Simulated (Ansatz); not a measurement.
Input and command of a plane-wave DFT calculation in Ansatz:

```yaml
crystal:
  lattice:
    - [2.9808697485, 0.0, 0.0]
    - [-1.4904348742, 2.5815089276, 0.0]
    - [0.0, 0.0, 9.4200592129]
  atoms:
    - { symbol: Ag, position: [0.3333333333, 0.6666666667, 0.25] }
    - { symbol: Ag, position: [0.6666666667, 0.3333333333, 0.75] }
    - { symbol: Ag, position: [0.0, 0.0, 0.0] }
    - { symbol: Ag, position: [0.0, 0.0, 0.5] }
basis:
  ecutwfc: 420
kpoints:
  mp_grid: { grid: [18, 18, 6] }
hamiltonian:
  xc: pbe
scf:
  occupations: { method: gaussian, width: 0.15 }
output:
  forces: true
  stress: true
  eigenvalues: true
```

```bash
ansatz run input.yaml --threads 2 --pin off --max-ram 5120MiB --backend cpu --events-out ev --progress --plain --runs-dir out
```

Processor: Intel(R) Xeon(R) Processor @ 2.50GHz (Skylake/Cascade Lake), 2 threads, on a host shared with other jobs.

**Question.** Estimate time, memory and problem size.

**Answer.** About 22 s on 2 threads of Intel(R) Xeon(R) Processor @ 2.50GHz (Skylake/Cascade Lake) (shared host), peak memory 0.59 GiB. It solves 46 bands at 148 k points (the mesh reduced by the symmetry that the task leaves, which can be less than the crystal's) with about 1375 plane waves, in 6 SCF iterations.
